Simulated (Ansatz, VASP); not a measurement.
Two plane-wave programs on InSb

```xyz
2
Lattice="0.0000 2.8280 2.8280 2.8280 0.0000 2.8280 2.8280 2.8280 0.0000" Properties=species:S:1:pos:R:3 pbc="T T T"
In    0.0000    0.0000    0.0000
Sb    4.2420    4.2420    4.2420
```

Alike in both runs: functional PBEsol; k mesh 12 × 12 × 12; occupations fermi-dirac, width 0.15 eV; no spin polarisation.

Ansatz relaxed the structure, and its values are those at the end. VASP's run is a single point on that final structure, the one shown.

|  | VASP | Ansatz |
| --- | --- | --- |
| version | VASP 6.6.1 | Ansatz 0.2.0 |
| potentials or method | VASP PAW PBE potentials, release 64 (In_d, Sb) | scalar-relativistic, plane waves, PAW |
| plane-wave cutoff (eV) | 520 | 420 |
| valence electrons in the cell | 18 | 28 |

VASP gave:

```
gap on the k mesh at the Fermi level (eV) : 0.21
least direct gap on the mesh (eV)         : 2.12
```

Which values does Ansatz return?

gap on the k mesh at the Fermi level (eV): 0.24; least direct gap on the mesh (eV): 2.08.

The two sets of potentials don't hold the same shells in valence.

Caveats: spin-orbit coupling is left out, which moves the levels of the heavy elements.
